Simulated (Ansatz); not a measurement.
# CrO2: one candidate structure

Where does CrO2 go from the start given, structure listed in a database for this formula (Pnma, No. 62)?

Computed with Ansatz 0.2.0 (DFT PBE, scalar-relativistic, plane waves, PAW, unless a step's input says otherwise).

1 further run of the same task is left out (it didn't finish).

## (1) The starting structure

Symmetry: Pnma, No. 62, orthorhombic system. Conventional cell: a = 9.279 Å, b = 3.009 Å, c = 4.764 Å, α = 90.00°, β = 90.00°, γ = 90.00°. Cr (site symmetry m) has 6 O at 1.89 to 1.98 Å as nearest neighbours. O (site symmetry m) is surrounded by 3 Cr at 1.90 to 1.96 Å. Around O (site symmetry m) lie 3 Cr at 1.89 to 1.98 Å.

Coordinates:

```xyz
12
Lattice="9.2794 0.0000 0.0000 0.0000 3.0094 0.0000 0.0000 0.0000 4.7644" Properties=species:S:1:pos:R:3 pbc="T T T"
Cr    5.9356    2.2570    2.4913
Cr    1.2959    2.2570    4.6554
Cr    3.3438    0.7523    2.2732
Cr    7.9835    0.7523    0.1090
O     2.6387    2.2570    1.2324
O     7.2784    2.2570    1.1498
O     6.6408    0.7523    3.5321
O     2.0010    0.7523    3.6146
O     4.2000    2.2570    3.2417
O     8.8397    2.2570    3.9049
O     5.0795    0.7523    1.5227
O     0.4397    0.7523    0.8595
```

(A quick probe on a coarse mesh, which set the mesh and smearing, is not shown.)

## (3) A loose first relaxation

The input, input.yaml:

```yaml
crystal:
  lattice:
    - [9.2794480002, 0.0, 0.0]
    - [0.0, 3.00936, 0.0]
    - [0.0, 0.0, 4.7644270002]
  atoms:
    - { symbol: Cr, position: [0.639655, 0.75, 0.5228875], spin: 1.94 }
    - { symbol: Cr, position: [0.139655, 0.75, 0.9771125], spin: 1.94 }
    - { symbol: Cr, position: [0.360345, 0.25, 0.4771125], spin: 1.94 }
    - { symbol: Cr, position: [0.860345, 0.25, 0.0228875], spin: 1.94 }
    - { symbol: O, position: [0.284357, 0.75, 0.2586605], spin: -0.12 }
    - { symbol: O, position: [0.784357, 0.75, 0.2413395], spin: -0.12 }
    - { symbol: O, position: [0.715643, 0.25, 0.7413395], spin: -0.12 }
    - { symbol: O, position: [0.215643, 0.25, 0.7586605], spin: -0.12 }
    - { symbol: O, position: [0.452611, 0.75, 0.6803975] }
    - { symbol: O, position: [0.952611, 0.75, 0.8196025] }
    - { symbol: O, position: [0.547389, 0.25, 0.3196025] }
    - { symbol: O, position: [0.047389, 0.25, 0.1803975] }
basis:
  ecutwfc: 420
kpoints:
  mp_grid: { grid: [2, 6, 4] }
hamiltonian:
  xc: pbe
scf:
  occupations: { method: gaussian, width: 0.1 }
  lower_state_search: "off"
output:
  forces: true
  stress: true
  eigenvalues: true
  populations: true
magnetization:
  spin_polarized: true
relax:
  adjacent_minimum: "off"
  f_tol: 0.04
  max_steps: 70
  cell: { stress_tol: 0.4 }
```

Command:

```
$ ansatz run input.yaml --threads 1 --pin off --max-ram 2560MiB --backend cpu --events-out ev --progress --plain --runs-dir out
```

Further runs follow: the relaxation.

What does the calculation give?

**Answer**, as computed:

Formation energies count from the elements, computed with the same settings in runs not shown here.

```
                          quantity                                                                      value
                              cell  a = 9.170 Å, b = 2.913 Å, c = 4.771 Å, α = 90.00°, β = 90.00°, γ = 90.00°
                       space group                                                              Pnma (No. 62)
                            volume                                                              10.62 Å³/atom
                   gap on the mesh                                                               none (metal)
formation energy from the elements                                                             -1.862 eV/atom
                    largest moment                                                                    1.71 μB
```

**Reading.** The space group stayed Pnma, and from the first guess the volume went from 11.09 to 10.62 Å³/atom. With -1.86 eV/atom it lies under the elements, which doesn't yet make it stable against other compounds of them.
